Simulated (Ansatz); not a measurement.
Defect calculation, host GaAs

These are results of DFT PBEsol, scalar-relativistic, plane waves, PAW (Ansatz 0.2.0), not measurements. Settings: 420 eV cutoff, 3×3×3 k-mesh, Gaussian smearing of 0.02 eV, collinear spin in charge +1 alone.

Host crystal, relaxed:

```xyz
2
Lattice="0.0000 2.8290 2.8290 2.8290 0.0000 2.8290 2.8290 2.8290 0.0000" Properties=species:S:1:pos:R:3 pbc="T T T"
Ga    0.0000    0.0000    0.0000
As    4.2435    4.2435    4.2435
```

Supercell of 32 atoms, rows in host cell vectors: 1 1 -3; -3 1 1; 1 1 1. Atoms relax at the host's cell from a start displaced at random by 0.06 Å near the defect, so other minima may exist. The cell is small, so energies carry finite-size errors of tenths of an eV. The host's Kohn–Sham gap is 0.43 eV. Atoms are taken from and returned to the elements' standard states. Charged cells are corrected for image charges with the computed static dielectric tensor (mean 16.2) and aligned with the host's potential at far atoms (alignment terms reach 0.11 eV; the program doubts the alignment in some charges, where it is up to 0.11 eV). No band-filling term is added, and the Fermi level counts from the host's valence band top.

Starting moments were lost in some runs.

The defect is a foreign atom on a Ga site at (0.000, 0.000, 0.000) of the host cell.

```tsv
charge	E_f at the valence band top (eV)	over the neutral state (eV)	moment (μB)	largest move (Å)	atoms near the site
+1	1.68	-0.40	0.00	0.08	4 As at 2.53 Å
0	2.08	0.00	0.00	0.14	4 As at 2.58 Å
```

Among the charges computed the stable one is +1 at the valence band top, changing to 0 at 0.40 eV. In charge +1 the cell has partly filled bands: a level of the defect may be part filled, the carrier may sit in the host's bands, or levels may cross between the k points, so transitions that involve it are doubtful. Without the alignment that the program doubts, the level (+1/0) would lie at 0.51 eV, outside the gap, so these runs don't decide whether the defect changes charge there.

(1) Which element is it? Judge by the nearest distance in charge 0 and covalent radii.
A. Rb
B. As
C. Sr
D. B
E. O

Results:

(1) B. The nearest neighbour is As at 2.58 Å, and the summed covalent radii with As are 2.38 Å for As, 2.03 Å for B, 1.85 Å for O, 3.39 Å for Rb, 3.14 Å for Sr, so As fits best. Bonds can miss such sums by a tenth of an ångström or more.

Cost: 3 runs of about 2.5 core-hours in all, on Intel Xeon Processor @ 2.70GHz (shared hosts).